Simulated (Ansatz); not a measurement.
# KF (Carobbiite) under changes of volume

One of the cells (19.074 Å³/atom); the others are scaled copies at fixed shape and fractional positions:

```
K F
1.0
     0.00000    2.67185    2.67185
     2.67185    0.00000    2.67185
     2.67185    2.67185    0.00000
K F
1 1
Direct
  0.00000 0.00000 0.00000
  0.50000 0.50000 0.50000
```

```yaml
Program: Ansatz 0.2.0
Functional: LDA
Potentials_or_basis: all-electron LAPW, scalar-relativistic
Cutoff: 202 eV (chosen from the basis error)
Basis_error_allowed: 0.001 eV/atom
k_mesh: 9 × 9 × 9
Occupations: fermi-dirac, width 0.05 eV
Spin: no spin polarisation
```

```tsv
volume (Å³/atom)	energy over the lowest point (meV/atom)	pressure (GPa)	gap on the mesh (eV)
17.929	0.00	-1.6	6.13
18.311	4.75	-2.3	6.01
18.692	11.07	-3.0	5.90
19.074	18.75	-3.5	5.80
19.455	27.63	-4.0	5.70
19.837	37.55	-4.4	5.61
20.218	?	?	?
```

Task: What does the run at 20.218 Å³/atom give?

Result: Energy over the lowest point 48.37 meV/atom; pressure -4.7 GPa; gap on the mesh 5.52 eV.

Worked out: A Birch-Murnaghan fit of order 3 (a polynomial in V^(-2/3)) to the other rows has no minimum within the range. It gives 48.35 meV/atom at 20.218 Å³/atom, against the run's 48.37, and -dE/dV = -4.7 GPa, against -4.7. A straight line through the other rows of the gap, of slope -5.13 eV per unit of ln V (its deformation potential), extrapolates to 5.50 eV, against the run's 5.52.

Energies are extrapolated to zero smearing.

Caveats: an odd mesh through Γ misses points on the zone boundary, where band edges often lie.

The runs don't all hold the same shells in valence.
